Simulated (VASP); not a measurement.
# Settings for BaZrO₃: relaxation of the cell

BaZrO₃, Pm-3m (no. 221), 5 atoms in the cell. PBEsol; PAW potentials Ba_sv, Zr_sv, O (PBE set). VASP 6.6.1. The cell is changed on purpose: volume scaled by 1.1.

Wanted: cell volume within 1 %; lattice lengths within 0.4 %; shortest distances from each atom, periodic images included within 0.02 Å.

What the run is for: cell; Accuracy asked: screening.

The series start from Plane-wave cutoff (eV): 600; k-point mesh: 4 × 4 × 4; Relaxation passes: 2; Ionic threshold (EDIFFG): -0.005; Electronic threshold (eV): 1e-6; Precision mode (PREC): Accurate; Relaxation algorithm: IBRION=2 POTIM=0.5. Each series keeps the choices made before it, and each single choice may use up half of a tolerance. Times cover all steps of a run.

## Plane-wave cutoff (eV)

| Plane-wave cutoff (eV) | Cell volume (Å³) | Lattice lengths, largest deviation against the largest value | Shortest distances from each atom, periodic images included, largest deviation (Å) | Time (s) |
|---|---|---|---|---|
| 400 | 71.93 | 0.77 % | 0.023 | 94 |
| 460 | 73.33 | 0.13 % | 0.004 | 93 |
| 520 | 73.64 | 0.0062 % | 0.000 | 86 |
| 600 | 73.54 | 0.04 % | 0.001 | 138 |
| 700 | 73.55 | 0.033 % | 0.001 | 144 |
| 840 (reference) | 73.62 | 0 % | 0.000 | 191 |

## k-point mesh

| k-point mesh | Cell volume (Å³) | Lattice lengths, largest deviation against the largest value | Shortest distances from each atom, periodic images included, largest deviation (Å) | Time (s) |
|---|---|---|---|---|
| 2 × 2 × 2 | 74.14 | 0.37 % | 0.011 | 50 |
| 3 × 3 × 3 | 73.39 | 0.035 % | 0.001 | 84 |
| 4 × 4 × 4 | 73.33 | 0.0064 % | 0.000 | 93 |
| 5 × 5 × 5 | 73.32 | 0 % | 0.000 | 111 |
| 7 × 7 × 7 (reference) | 73.32 | 0 % | 0.000 | 171 |

## Relaxation passes

| Relaxation passes | Cell volume (Å³) | Lattice lengths, largest deviation against the largest value | Shortest distances from each atom, periodic images included, largest deviation (Å) | Time (s) |
|---|---|---|---|---|
| 1 | 73.62 | 0.1 % | 0.003 | 39 |
| 2 | 73.39 | 0 % | 0.000 | 84 |
| 3 (reference) | 73.39 | 0 % | 0.000 | 64 |

## Ionic threshold (EDIFFG)

| Ionic threshold (EDIFFG) | Cell volume (Å³) | Lattice lengths, largest deviation against the largest value | Shortest distances from each atom, periodic images included, largest deviation (Å) | Time (s) |
|---|---|---|---|---|
| -0.05 | 73.76 | 0.063 % | 0.002 | 33 |
| -0.02 | 73.62 | 0 % | 0.000 | 37 |
| -0.01 | 73.62 | 0 % | 0.000 | 35 |
| -0.005 | 73.62 | 0 % | 0.000 | 39 |
| -0.002 (reference) | 73.62 | 0 % | 0.000 | 37 |

## Electronic threshold (eV)

| Electronic threshold (eV) | Cell volume (Å³) | Lattice lengths, largest deviation against the largest value | Shortest distances from each atom, periodic images included, largest deviation (Å) | Time (s) |
|---|---|---|---|---|
| 0.0001 | 73.77 | 0.0062 % | 0.000 | 29 |
| 1e-5 | 73.76 | 0.0017 % | 0.000 | 33 |
| 1e-6 | 73.76 | 0.00095 % | 0.000 | 33 |
| 1e-7 (reference) | 73.76 | 0 % | 0.000 | 32 |

## Precision mode (PREC)

| Precision mode (PREC) | Cell volume (Å³) | Lattice lengths, largest deviation against the largest value | Shortest distances from each atom, periodic images included, largest deviation (Å) | Time (s) |
|---|---|---|---|---|
| Normal | 73.77 | 0.00024 % | 0.000 | 19 |
| Accurate (reference) | 73.77 | 0 % | 0.000 | 29 |

## Relaxation algorithm

| Relaxation algorithm | Cell volume (Å³) | Lattice lengths, largest deviation against the largest value | Shortest distances from each atom, periodic images included, largest deviation (Å) | Time (s) |
|---|---|---|---|---|
| IBRION=2 POTIM=0.5 | 73.77 | 0 % | 0.000 | 19 |
| IBRION=2 POTIM=0.2 | 73.68 | 0.045 % | 0.001 | 16 |
| IBRION=1 POTIM=0.5 | 73.67 | 0.046 % | 0.001 | 21 |
| IBRION=1 POTIM=0.2 | 73.53 | 0.11 % | 0.003 | 16 |

## Question

The rows run from the loosest to the tightest (no order: relaxation algorithm). For each series: choose the loosest value from which every tighter one stays within half of the tolerance; where there is no order, keep the first row unless others stay within half of the tolerance and take at least 30 % less time, and then take the fastest.

## Answer

- Plane-wave cutoff (eV): 460
- k-point mesh: 3 × 3 × 3
- Relaxation passes: 1
- Ionic threshold (EDIFFG): -0.05
- Electronic threshold (eV): 0.0001
- Precision mode (PREC): Normal
- Relaxation algorithm: IBRION=2 POTIM=0.5

## All choices together

| Input | Cell volume (Å³) | Lattice lengths, largest deviation against the largest value | Shortest distances from each atom, periodic images included, largest deviation (Å) | Time (s) |
|---|---|---|---|---|
| the program's defaults (naive) | 72.08 | 0.7 % | 0.021 | 18 |
| chosen settings | 73.77 | 0.074 % | 0.002 | 19 |
| reference settings throughout | 73.61 | 0 % | 0.000 | 481 |

The tolerance is met.

Values of the reference run: Lattice lengths: 4.191, 4.191, 4.191 Å.

## The input

INCAR.step1:
```
SYSTEM = BaZrO3
GGA = PS
ISMEAR = 0
SIGMA = 0.03
LWAVE = .FALSE.
LCHARG = .FALSE.
NSW = 80
PREC = Normal
LASPH = .TRUE.
LREAL = .FALSE.
ALGO = Normal
EDIFF = 1E-4
NELM = 120
GGA_COMPAT = .FALSE.
IBRION = 2
ISIF = 3
EDIFFG = -0.05
NELMIN = 4
ENCUT = 460
EFERMI = MIDGAP
KPAR = 2
POTIM = 0.5
```

INCAR.step2, as INCAR.step1 but for:
```
- NSW = 80
- IBRION = 2
- ISIF = 3
- EDIFFG = -0.05
- NELMIN = 4
- POTIM = 0.5
+ ISIF = 2
```

KPOINTS:
```
Automatic mesh
0
Gamma
  3 3 3
  0 0 0
```

POSCAR.step1:
```
BaZrO3
1.0
    4.3266369391      0.0000000000      0.0000000000
    0.0000000000      4.3266369391      0.0000000000
    0.0000000000      0.0000000000      4.3266369391
Ba Zr O
1 1 3
Direct
    0.0000000000      0.0000000000      0.0000000000
    0.5000000000      0.5000000000      0.5000000000
    0.5000000000      0.5000000000      0.0000000000
    0.5000000000      0.0000000000      0.5000000000
    0.0000000000      0.5000000000      0.5000000000
```

Commands (each step's output is kept before the next begins):
```
cat potpaw_PBE.64/Ba_sv/POTCAR potpaw_PBE.64/Zr_sv/POTCAR potpaw_PBE.64/O/POTCAR > POTCAR
cp INCAR.step1 INCAR
cp POSCAR.step1 POSCAR
mpirun -np 2 vasp_std > vasp.out
cp CONTCAR POSCAR
cp INCAR.step2 INCAR
mpirun -np 2 vasp_std > vasp.out
```

The chosen input took VASP 6.6.1 19 s on 2 cores (Intel Xeon Platinum 8259CL @ 2.50GHz (Skylake/Cascade Lake)), a shared host.

## An input that fails: cell relaxed at a low cutoff

It runs to its end, but against the unchanged starting input it is off by 16 % in the cell volume, 5.6 % in the lattice lengths, 0.166 Å in the shortest distances from each atom, periodic images included.

Changes against the starting input:
```
(all steps)
- PREC = Accurate
- NELM = 120
- ENCUT = 600
+ PREC = Low
+ NELM = 81
+ ENCUT = 280
```
